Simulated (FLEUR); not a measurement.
Ga:

```
CELL_PARAMETERS angstrom
-1.38440 1.38440 2.31122
1.38440 -1.38440 2.31122
1.38440 1.38440 -2.31122
ATOMIC_POSITIONS crystal
Ga 0.00000 0.00000 0.00000
```

This isn't the form of Ga at room conditions, which is orthorhombic.

| Item | Value |
| --- | --- |
| Program | FLEUR MaX-R8.1 (later development tree) |
| Task | single point |
| Functional | PBE |
| Potentials or basis | all-electron |
| Basis | FLAPW |
| Kmax | 3.8 1/bohr |
| k mesh | 13 × 13 × 13 |
| Occupations | fermi-dirac, width 0.05 eV |
| Spin | no spin polarisation |
| Gmax | 11.8 1/bohr |
| Muffin-tin radii | Ga 2.37 bohr |
| lmax | Ga 10 |
| Local orbitals a species | Ga 6 |
| Max iterations | 60 |
| Mixing factor | 0.05 |
| Mixer | Anderson |
| Mixer history | 15 |
| Density convergence | 1e-05 me/bohr^3 |

On this cell: band gap on the k mesh none (metal or under the smearing width).

The same run follows on a disturbed copy (cell strained at random at fixed volume):

```
CELL_PARAMETERS angstrom
-1.34574 1.36748 2.27974
1.38532 -1.38141 2.31180
1.38426 1.41993 -2.28809
ATOMIC_POSITIONS crystal
Ga 0.00017 0.01188 0.01187
```

Problem. What changes?

Solution. The energy (extrapolated to zero smearing) moves by +0.2 meV/atom; band gap on the k mesh none (metal or under the smearing width).
